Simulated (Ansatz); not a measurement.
**Se (Pm-3m), clamped-ion strain scan**

Theory: Ansatz 0.2.0, DFT PBE+D3(BJ), scalar-relativistic, plane waves, PAW. Cutoff 420 eV, Γ-centred 16×16×16 k-points, Gaussian smearing of 0.15 eV. No spin polarisation. Energies are free energies at this smearing, counted from the undisturbed cell; pressure is positive in compression.

Reference structure (as given, not relaxed at this level; it stands at -1.4 GPa; this simple cubic form isn't the usual structure):

```yaml
crystal:
  lattice:
    - [2.81056, 0.00000, 0.00000]
    - [0.00000, 2.81056, 0.00000]
    - [0.00000, 0.00000, 2.81056]
  atoms:
    - { symbol: Se, position: [0.00000, 0.00000, 0.00000] }
```

The cell is strained by ε times the Voigt pattern (0, 0, 0, 1, 0, 0) (xx, yy, zz, yz, xz, xy; engineering shear) with fractional coordinates fixed. The cell is metallic on the mesh throughout.

```
      ε  ΔE (meV/atom) stress summed along the pattern (GPa, tension positive)
-0.0400            0.9                                                    -0.35
-0.0200            0.2                                                    -0.19
 0.0000            0.0                                                     0.00
 0.0050            0.0                                                     0.05
 0.0100            0.1                                                     0.10
 0.0150            0.1                                                     0.14
 0.0250            0.4                                                     0.23
 0.0300            0.5                                                     0.27
 0.0350            0.7                                                     0.31
```

By symmetry 0.0400 repeats -0.0400, -0.0300 repeats 0.0300, 0.0200 repeats -0.0200, -0.0100 repeats 0.0100 in energy, with the opposite slope along the path.